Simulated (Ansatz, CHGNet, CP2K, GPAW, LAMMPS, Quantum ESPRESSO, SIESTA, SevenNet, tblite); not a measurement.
**Amorphous Hg30S21Se9 (60 atoms): one structure in several programs**

Wanted: errors and costs of other methods on amorphous Hg30S21Se9 (60 atoms). A plane-wave run serves as the reference.

Calculated with Quantum ESPRESSO 7.5; Kohn-Sham DFT, PBE, SSSP efficiency 1.3.0 pseudopotentials, plane waves.

## 1. The starting structure

The cell holds 60 atoms: 30 Hg, 21 S and 9 Se. Cell: a = 11.895 Å, b = 11.895 Å, c = 11.895 Å, α = 90.0°, β = 90.0°, γ = 90.0°. 60 atoms (30 Hg, 21 S, 9 Se) placed at random at 7.3 g/cm³, melted at 2500 K for 10 ps at fixed volume with the Stillinger-Weber II-VI potential (Zhou et al., Phys. Rev. B 88, 085309 (2013)). Quenched from 2500 K to 300 K at 3 K/ps and fixed volume, held 5 ps, then minimised at fixed cell.

## 2. Reference: Quantum ESPRESSO, plane waves

Contents of pw.in:

```
&control
  calculation = 'scf'
  pseudo_dir = './pseudo'
  outdir = './tmp'
  disk_io = 'none'
  tprnfor = .true.
  tstress = .true.
/
&system
  ibrav = 0
  nat = 60
  ntyp = 3
  ecutwfc = 45
  ecutrho = 360
  nosym = .true.
  occupations = 'smearing'
  smearing = 'fd'
  degauss = 0.003675
/
&electrons
  conv_thr = 3.0e-07
  electron_maxstep = 100
  mixing_beta = 0.4
  mixing_mode = 'plain'
  diagonalization = 'david'
/
ATOMIC_SPECIES
Hg 200.592 Hg.upf
S 32.060 S.upf
Se 78.971 Se.upf
CELL_PARAMETERS angstrom
11.89490 0.00000 0.00000
0.00000 11.89490 0.00000
0.00000 0.00000 11.89490
ATOMIC_POSITIONS crystal
Hg 0.07001 0.78688 0.21352
Hg 0.06669 0.68095 0.97269
Hg 0.95640 0.46892 0.76005
Hg 0.50280 0.97084 0.14502
Hg 0.73983 0.65799 0.74687
Hg 0.72809 0.84180 0.52689
Hg 0.51707 0.62223 0.26623
Hg 0.79160 0.11802 0.98247
Hg 0.43066 0.61959 0.94235
Hg 0.32036 0.25321 0.24960
Hg 0.42898 0.93780 0.39559
Hg 0.75135 0.44220 0.00462
[... 44 atom lines left out ...]
Se 0.33551 0.10455 0.08520
Se 0.81390 0.29904 0.83138
Se 0.78210 0.91837 0.88617
Se 0.98236 0.14767 0.68273
K_POINTS gamma
```

Run with:

```bash
> OMP_NUM_THREADS=1 mpirun -np 4 pw.x -in pw.in > output.txt
```

What it wrote:

```text
Program PWSCF
     gamma-point specific algorithms are used
     one sub-group per band group will be used
     scalapack distributed-memory algorithm (size of sub-group:  2*  2 procs)
     Parallelization info
     sticks:   dense  smooth     PW     G-vecs:    dense   smooth      PW
     Min        3609    1802    446               327423   115686   14430
     Max        3612    1803    448               327436   115693   14440
     Sum       14441    7209   1789              1309711   462751   57747
     bravais-lattice index     =            0
     lattice parameter (alat)  =      22.4781  a.u.
     unit-cell volume          =   11357.4017 (a.u.)^3
     number of atoms/cell      =           60
     number of atomic types    =            3
     number of electrons       =       780.00
[... lines left out ...]
     scf convergence threshold =      3.0E-07
[... lines left out ...]
     number of k points=     1  Fermi-Dirac smearing, width (Ry)=  0.0037
[... lines left out ...]
     total energy              =  -10200.02047997 Ry
[... lines left out ...]
     total energy              =  -10198.62935083 Ry
[... lines left out ...]
     total energy              =  -10201.68612747 Ry
[... lines left out ...]
     total energy              =  -10202.10883363 Ry
[... lines left out ...]
     total energy              =  -10202.10883366 Ry
[... lines left out ...]
   -55.9780 -55.9691 -55.9624 -55.9419 -55.9378 -55.9308 -55.9243 -55.8992
   -55.8945 -55.8787 -55.8619 -55.8554 -55.8508 -55.8483 -55.8448 -55.8421
   -55.8394 -55.8336 -55.8248 -55.8175 -55.8151 -55.8134 -55.8093 -55.8047
[...]
12.6878  12.7793  12.7973  12.8835  12.9102  12.9471  13.0277  13.0704
    13.1217  13.1424  13.1787  13.2400  13.2708  13.3305  13.4049  13.4440
    13.4846  13.5108  13.5459  13.5914
     the Fermi energy is     7.5057 ev
!    total energy              =  -10202.10883351 Ry
     estimated scf accuracy    <       0.00000023 Ry
     smearing contrib. (-TS)   =      -0.01367680 Ry
     internal energy E=F+TS    =  -10202.09515671 Ry
     The total energy is F=E-TS. E is the sum of the following terms:
     one-electron contribution =   -6834.13521318 Ry
     hartree contribution      =    3470.33689473 Ry
     xc contribution           =   -1266.45499621 Ry
     ewald contribution        =   -5571.84184205 Ry
     convergence has been achieved in  22 iterations
     Forces acting on atoms (cartesian axes, Ry/au):
     atom    1 type  1   force =     0.01686261    0.01094073   -0.00303649
     atom    2 type  1   force =     0.02571689   -0.02100627    0.00298324
     atom    3 type  1   force =     0.01680213   -0.01655131    0.00208967
[...]
atom   59 type  3   force =    -0.01590118    0.00450877   -0.03515472
     atom   60 type  3   force =     0.00225298   -0.01123756   -0.03008615
     Total force =     0.214793     Total SCF correction =     0.002534
     Computing stress (Cartesian axis) and pressure
          total   stress  (Ry/bohr**3)                   (kbar)     P=       -0.45
   0.00000237  -0.00002699   0.00001388            0.35       -3.97        2.04
  -0.00002699  -0.00002070  -0.00000330           -3.97       -3.05       -0.49
   0.00001388  -0.00000330   0.00000912            2.04       -0.49        1.34
     Message from routine punch:
     Nothing written, as per user request (disk_io='none')
```

Wall time 6.6 min (4 MPI ranks of Arm Neoverse V1, shared host); peak memory 4.1 GiB; 26 min of CPU time.

Banners, paths, timers and routine set-up lines are dropped from the logs unmarked, and long logs keep their key lines alone; longer cuts are marked.

Numbers from this run:

* r.m.s. force component: 0.4116 eV/Å
* longest force: 1.594 eV/Å
* pressure: -0.0453 GPa

## 3. The ladder

The programs:
- CHGNet: machine-learned potential, published weights.
- CP2K 2026.2: Gaussian basis with GTH pseudopotentials and a plane-wave density; labels give functional, basis (MOLOPT sets; SR short-range, UZH the newer set with its own potentials), grid cutoff/relative cutoff and solver (OT: orbital transformation; TRS4, TC2, SIGN: linear-scaling purification with its sparsity filter), or its built-in tight binding.
- GPAW 26.7.0: PAW with atomic orbitals (LCAO), plane waves or a real-space grid of spacing h.
- SIESTA 5.4.2: numerical atomic orbitals, whose automatically made sets are far from complete, with PseudoDojo norm-conserving potentials that we converted to its format (checked against plane waves on the same files for H, C, O, Si, Ge and Ca alone); labels give functional, basis size, energy shift and mesh cutoff.
- SevenNet: machine-learned potential, published weights.
- tblite 0.8.0: extended tight binding, driven from Python.

All use the same cell and atoms; the electronic-structure runs use the same k-mesh, and an electronic temperature of 580 K (0.05 eV) where levels are smeared.

Differences are against the plane-wave reference, forces as r.m.s. over components; share is that over the reference's r.m.s. force, slope the least-squares factor from reference forces to these. Total energies of different programs have different zeros and aren't compared.

```
                                                               run  Δ force, r.m.s. (meV/Å)  share (%)  slope  Δ pressure (GPa)  cores  CPU time  memory (GiB)
                                                         reference                        -          -      -                 -      4    26 min           4.1
                                            CHGNet 0.3.0 potential                      254       61.8  0.645            -0.086      1     3.5 s           0.6
                                           CHGNet r2SCAN potential                      291       70.6  0.455             -1.13      1     3.1 s          0.61
       CP2K PBE+rVV10L, DZVP-MOLOPT-SR, 600/60 Ry, diagonalisation                     47.1       11.5  1.004             0.137      2    13 min           8.8
     CP2K PBE, DZVP-MOLOPT-SR, 210/60 Ry, diagonalisation (coarse)                     40.9       9.94  1.018              1.06      1   4.8 min           1.4
     CP2K PBE, DZVP-MOLOPT-SR, 600/30 Ry, diagonalisation (coarse)                     40.1       9.73  1.019              1.07      2   4.6 min           4.8
              CP2K PBE, DZVP-MOLOPT-SR, 600/60 Ry, diagonalisation                     40.1       9.75  1.019              1.06      2   6.5 min           4.8
              CP2K PBE, DZVP-MOLOPT-SR, 840/60 Ry, diagonalisation                     40.1       9.75  1.019              1.06      2   7.6 min           8.0
      CP2K PBE, SZV-MOLOPT-SR, 600/60 Ry, diagonalisation (coarse)                      322       78.3  1.325              2.02      1   3.8 min           4.5
CP2K PBE, TZV2P-MOLOPT (SR for Hg, Se), 600/60 Ry, diagonalisation                     29.9       7.26  0.998              1.05      4    10 min           7.5
                    CP2K PBE, TZVP-UZH, 600/60 Ry, diagonalisation                     30.6       7.43  1.003              1.14      4   8.9 min           7.2
                                       GPAW PBE, LCAO dzp, h 0.2 Å                     61.4       14.9  0.997                 -      1   4.3 min           1.7
                             GPAW PBE, LCAO dzp, h 0.22 Å (coarse)                     60.0       14.6  0.994                 -      1   3.7 min           1.4
                          GPAW PBE, LCAO sz(dzp), h 0.2 Å (coarse)                      243       59.0  0.933                 -      1   1.9 min           1.5
                         GPAW PBE, LCAO szp(dzp), h 0.2 Å (coarse)                     94.9       23.1  0.993                 -      1   2.8 min           1.6
               SIESTA PBE, DZ, shift 0.01 Ry, mesh 300 Ry (coarse)                      264       64.2  1.058            -0.819      1      90 s           0.6
                       SIESTA PBE, DZP, shift 0.01 Ry, mesh 300 Ry                      202       49.1  1.158             -3.95      2   2.5 min           1.0
                       SIESTA PBE, DZP, shift 0.02 Ry, mesh 300 Ry                      373       90.7  1.232             -10.5      2   2.1 min          0.93
               SIESTA PBE, SZ, shift 0.01 Ry, mesh 300 Ry (coarse)                     2508        609  2.727             -11.3      1   1.8 min          0.52
               SIESTA PBE, SZ, shift 0.02 Ry, mesh 300 Ry (coarse)                     2581        627  2.732             -14.3      1   2.1 min           0.5
                                           SevenNet l3i5 potential                      146       35.4  0.881             0.422      1     8.6 s          0.91
                                                   tblite GFN1-xTB                      262       63.6  0.906             -1.14      1     2.2 s          0.13
```

Rows marked coarse were listed beforehand as settings not expected to be converged; some can still land near the reference.

Times of the machine-learned potentials are mostly Python's start and the loading of weights.

CPU time is summed over cores on a shared host, where runs went side by side, so it is rough. Symmetry, cutoffs, thresholds, outputs and thread counts weren't matched or tuned between programs; memory under MPI is the largest rank's times the ranks.

Runs without a result: CP2K GFN1-xTB, diagonalisation (not converged, the SCF not settling).

Mean charges by element (e), by run and scheme:

```
                                                               run     scheme     Hg      S     Se
       CP2K PBE+rVV10L, DZVP-MOLOPT-SR, 600/60 Ry, diagonalisation   Mulliken   0.00  +0.01  -0.03
       CP2K PBE+rVV10L, DZVP-MOLOPT-SR, 600/60 Ry, diagonalisation  Hirshfeld  +0.21  -0.21  -0.19
              CP2K PBE, DZVP-MOLOPT-SR, 600/60 Ry, diagonalisation   Mulliken  +0.02  -0.01  -0.05
              CP2K PBE, DZVP-MOLOPT-SR, 600/60 Ry, diagonalisation  Hirshfeld  +0.21  -0.22  -0.19
              CP2K PBE, DZVP-MOLOPT-SR, 840/60 Ry, diagonalisation   Mulliken  +0.02  -0.01  -0.05
              CP2K PBE, DZVP-MOLOPT-SR, 840/60 Ry, diagonalisation  Hirshfeld  +0.21  -0.22  -0.19
CP2K PBE, TZV2P-MOLOPT (SR for Hg, Se), 600/60 Ry, diagonalisation   Mulliken  +0.55  -0.49  -0.69
CP2K PBE, TZV2P-MOLOPT (SR for Hg, Se), 600/60 Ry, diagonalisation  Hirshfeld  +0.21  -0.22  -0.19
                    CP2K PBE, TZVP-UZH, 600/60 Ry, diagonalisation   Mulliken  +0.43  -0.49  -0.27
                    CP2K PBE, TZVP-UZH, 600/60 Ry, diagonalisation  Hirshfeld  +0.21  -0.22  -0.19
                       SIESTA PBE, DZP, shift 0.01 Ry, mesh 300 Ry  Hirshfeld  +0.64  -0.62  -0.68
                       SIESTA PBE, DZP, shift 0.02 Ry, mesh 300 Ry  Hirshfeld  +0.66  -0.65  -0.70
                                                   tblite GFN1-xTB   Mulliken  +0.25  -0.30  -0.13
```

Within one program, basis, potentials and functional, energies share a zero. Each run against its twin at the usual cutoff or grid and solver:

```
                                                 run                                        twin  Δ energy (meV/atom)  Δ force, r.m.s. (meV/Å)         CPU time over the twin's
CP2K PBE, DZVP-MOLOPT-SR, 210/60 Ry, diagonalisation  DZVP-MOLOPT-SR, 600/60 Ry, diagonalisation              -0.0212                     6.92  0.74 (this twin ran on 2 cores)
CP2K PBE, DZVP-MOLOPT-SR, 600/30 Ry, diagonalisation  DZVP-MOLOPT-SR, 600/60 Ry, diagonalisation              -0.0577                     4.12                             0.71
CP2K PBE, DZVP-MOLOPT-SR, 840/60 Ry, diagonalisation  DZVP-MOLOPT-SR, 600/60 Ry, diagonalisation                    0                    0.043                              1.2
                        GPAW PBE, LCAO dzp, h 0.22 Å                           LCAO dzp, h 0.2 Å                 15.3                     23.4                             0.85
```

## 4. Summary of results

| Quantity | Value |
| --- | --- |
| reference r.m.s. force component | 0.412 eV/Å |
| nearest in forces | CP2K PBE, TZV2P-MOLOPT (SR for Hg, Se), 600/60 Ry, diagonalisation, 7.3 % |
| farthest in forces | SIESTA PBE, SZ, shift 0.02 Ry, mesh 300 Ry (coarse), 627 % |
| cheapest electronic-structure run beside the reference | tblite GFN1-xTB, 2.2 s of CPU time |

**Reading.** The PBE runs in local orbitals, coarse settings apart, differ by 7.3 % (CP2K PBE, TZV2P-MOLOPT (SR for Hg, Se), 600/60 Ry, diagonalisation) to 91 % (SIESTA PBE, DZP, shift 0.02 Ry, mesh 300 Ry); basis, grid and potentials can all enter. Tight binding differs by 64 % (tblite GFN1-xTB); it is another model, with fitted parameters of its own, and the xTB methods hold dispersion. Machine-learned potentials differ by 35 % (SevenNet l3i5 potential) to 71 % (CHGNet r2SCAN potential); they were trained on other programs' data, some at another functional. Among those trained on PBE data the slope goes as low as 0.65, with a correlation of 0.79, so directions differ as well as sizes. Rows with another functional or a dispersion term differ by 11 % (CP2K PBE+rVV10L, DZVP-MOLOPT-SR, 600/60 Ry, diagonalisation), which mixes the change of model with differences of basis and potentials. Runs with settings chosen to be coarse differ by 9.7 % (CP2K PBE, DZVP-MOLOPT-SR, 600/30 Ry, diagonalisation) to 627 % (SIESTA PBE, SZ, shift 0.02 Ry, mesh 300 Ry), their programs' other errors included. Of the electronic-structure runs that take under half the reference's CPU time, CP2K PBE, TZV2P-MOLOPT (SR for Hg, Se), 600/60 Ry, diagonalisation is among the nearest, at 7.3 % in 10 min against 26 min. In pressure, SIESTA PBE, SZ, shift 0.02 Ry, mesh 300 Ry misses by -14.3 GPa, at the same functional. Charges hang on model, scheme and program or settings: among these rows the mean for Se runs from -0.70 to -0.03 e. In the reference: levels near the Fermi energy are neither full nor empty under the smearing, so no gap is quoted. Periodic xTB results under one method name differ between programs and library versions. The potentials hold different valence shells: 780 electrons in the reference, 720 in GPAW, 870 in SIESTA and 540 in CP2K with TZV2P-MOLOPT; this bears on time and differences. The reference's pressure holds the uncorrected Pulay stress of its 45 Ry basis, so small pressure differences, and their order, may be the reference's own error. Machine-learned potentials mimic data converged in k, so the reference's own k-point error enters their differences. The quench rate of 3 K/ps is many orders above laboratory rates, so the cell is likely richer in defects and strain than a real sample. The network of bonds at the start is that of the classical potential that made the cell, and needn't be the one that DFT or experiment would give. The electronic-structure runs sample only Γ, in a cell whose shortest periodic width is 12 Å, which is coarse for a cell with partly filled levels. Spin–orbit coupling is left out, which matters for the levels of the heavy elements.

[Also dropped from logs without a mark: logging warnings of Python, and SIESTA's first energy breakdown and zero terms.]

[Logs are printed without paths, hosts, clocks, repeated set-up lines and the standing remarks that a program may print on its own settings, such as how far it seeks lower states.]

[Hosts, paths, dates, database ids (printed as entryN), source tags and the programs' standing remarks are cut or masked in the printed files.]
